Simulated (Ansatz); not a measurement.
**P: rattling a relaxed structure**

The cell was found from a structure generator's guess, not taken from experiment.

These are results of DFT PBE, scalar-relativistic, plane waves, PAW (Ansatz 0.2.0), not measurements. Plane waves to 420 eV, a k mesh through Γ of 8×8×6 on the computed 6-atom cell and Gaussian smearing (0.10 eV); no spin polarisation.

The cell below (6 atoms, space group Cmme (No. 67)) is relaxed within its symmetry.

```yaml
crystal:
  lattice:
    - [3.03961, -3.99167, 0.00000]
    - [3.03961, 3.99167, 0.00000]
    - [0.00000, 0.00000, 6.17007]
  atoms:
    - { symbol: P, position: [0.61530, 0.38470, 0.24180] }
    - { symbol: P, position: [0.88470, 0.11530, 0.24180] }
    - { symbol: P, position: [0.38470, 0.61530, 0.75820] }
    - { symbol: P, position: [0.11530, 0.88470, 0.75820] }
    - { symbol: P, position: [0.75000, 0.75000, 0.00000] }
    - { symbol: P, position: [0.25000, 0.25000, 0.00000] }
```

For the test a repeat of it with 12 atoms (edges 5.02, 5.02, 12.34 Å) was strained at random (σ = 1.5 % a component), the atoms were moved at random (σ = 0.05 Å), and all was relaxed again on a coarse 4×4×2 mesh (in the run’s order of axes) with 0.20 eV smearing, with no symmetry imposed.

Weakly bound directions are ill-defined at this level, which has no dispersion term.

Task: Does it come back?

Result: It doesn't return. The energy falls by 113 meV/atom on that mesh, the volume changes by -6.2 %, and the end has space group P2_1/c (No. 14) at a loose tolerance. Relaxed again on a 6×2×6 mesh with 0.02 eV smearing, the new structure lies 117 meV/atom below the first (mesh in the axes of the run's cell; the cell below is made exact in the group named). Space group P2_1/c (No. 14), monoclinic, a = 4.671 Å, b = 12.921 Å, c = 4.676 Å, β = 95.4°. P on its first site is surrounded by 2 P at 2.16–2.24 Å and 1 P at 2.41 Å; around P on its second site lie 2 P at 2.16–2.24 Å and 1 P at 2.41 Å; P on its third site has 2 P at 2.24 Å, 2 P at 2.41 Å and 1 P at 2.75 Å.

Space group P2_1/c (No. 14). a = 4.671 Å, b = 12.921 Å, c = 4.676 Å, α = 90.00°, β = 95.38°, γ = 90.00°
```tsv
atom	site	symmetry	x	y	z
P	4e	1	0.5494	0.8825	0.8622
P	4e	1	0.1351	0.3818	0.9487
P	4e	1	0.8018	0.9991	0.1992
```
